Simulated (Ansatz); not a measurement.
The system is SnO2 (Cassiterite).

```
Sn O
1.0
     4.73800    0.00000    0.00000
     0.00000    4.73800    0.00000
     0.00000    0.00000    3.18650
Sn O
2 4
Direct
  0.50000 0.50000 0.50000
  0.00000 0.00000 0.00000
  0.80710 0.19290 0.50000
  0.69290 0.69290 0.00000
  0.19290 0.80710 0.50000
  0.30710 0.30710 0.00000
```

| Quantity | Value |
| --- | --- |
| Program | Ansatz 0.2.0 |
| Task | relaxation of cell and atoms |
| Functional | r2SCAN |
| Potentials or basis | Ansatz PAW |
| Cutoff | 500 eV (not typed: the program's choice for these potentials) |
| k mesh | 6 × 6 × 8 |
| Occupations | fermi-dirac, width 0.05 eV |
| Spin | no spin polarisation |

At the start: volume 11.92 Å³/atom.

Q: How do energy, volume and symmetry change on relaxing?

A: It ends after 6 steps and the volume is 12.09 Å³/atom (+1.4 %); space group P4_2/mnm (No. 136, to 0.05 Å).

The path:
```csv
step,energy change (eV),largest force (eV/Å),volume (Å³)
1,0.0000,0.2423,71.53
2,-0.0121,0.0190,72.59
3,-0.0132,0.0335,72.59
4,-0.0134,0.0160,72.54
5,-0.0134,0.0000,72.52
6,-0.0139,0.0000,72.52
```

Final structure:
```
Sn O
1.0
     4.75995    0.00000    0.00000
     0.00000    4.75995    0.00000
     0.00000    0.00000    3.20081
Sn O
2 4
Direct
  0.50000 0.50000 0.50000
  0.00000 0.00000 0.00000
  0.80591 0.19409 0.50000
  0.69409 0.69409 0.00000
  0.19409 0.80591 0.50000
  0.30591 0.30591 0.00000
```

Caveat: the plane-wave basis is chosen anew once the cell has moved, so the energies of steps on either side of that aren't comparable; the PAW data sets come from PBE, with cores solved anew for the run's functional, which leaves a small shift of forces and pressure.
